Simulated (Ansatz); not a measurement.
# Mo: from a trial structure to a relaxed crystal

Computed with DFT PBE, scalar-relativistic, plane waves, PAW (Ansatz). Cutoff 420 eV, Γ-centred k mesh, Gaussian smearing, no spin polarisation in the final step.

The start puts Mo on the lonsdaleite structure type (P6_3/mmc, No. 194), at a guessed volume.

```yaml
crystal:
  lattice:
    - [3.56363, 0.00000, 0.00000]
    - [-1.78182, 3.08619, 0.00000]
    - [0.00000, 0.00000, 5.87999]
  atoms:
    - { symbol: Mo, position: [0.33333, 0.66667, 0.43750] }
    - { symbol: Mo, position: [0.66667, 0.33333, 0.93750] }
    - { symbol: Mo, position: [0.66667, 0.33333, 0.56250] }
    - { symbol: Mo, position: [0.33333, 0.66667, 0.06250] }
```

Cell and atoms relax at zero pressure; the relaxation can't lower the symmetry of the start. After a coarse first stage the cell is made exact in the group found at 0.06 Å.

Energies count from the standard state of Mo at the same level.

Question: What does it relax into?

Answer: It keeps P6_3/mmc (No. 194), but not the shape of the type it started on. Conventional cell: a = 2.868 Å, c = 9.257 Å. Mo is coordinated by 1 Mo at 2.44 Å and 9 Mo at 2.74–2.87 Å.

```xyz
4
Lattice="2.8683 0.0000 0.0000 -1.4342 2.4841 0.0000 0.0000 0.0000 9.2571" Properties=species:S:1:pos:R:3 pbc="T T T"
Mo    0.0000    1.6560    3.5345
Mo    1.4342    0.8280    8.1630
Mo    1.4342    0.8280    5.7225
Mo    0.0000    1.6560    1.0940
```

Question: What are its volume, energy, density and gap?

Answer: The volume per atom is 16.49 Å³ and the density is 9.66 g/cm³. The energy over the standard structure is 0.74 eV/atom and the gap on the 18×18×6 mesh is 0 eV (a metal).

The final run used a 18×18×6 mesh on its 4-atom cell and 0.10 eV smearing. The k mesh leaves about 4 meV/atom of noise in metals. Symmetry constrained the relaxation, so the result can be a saddle point.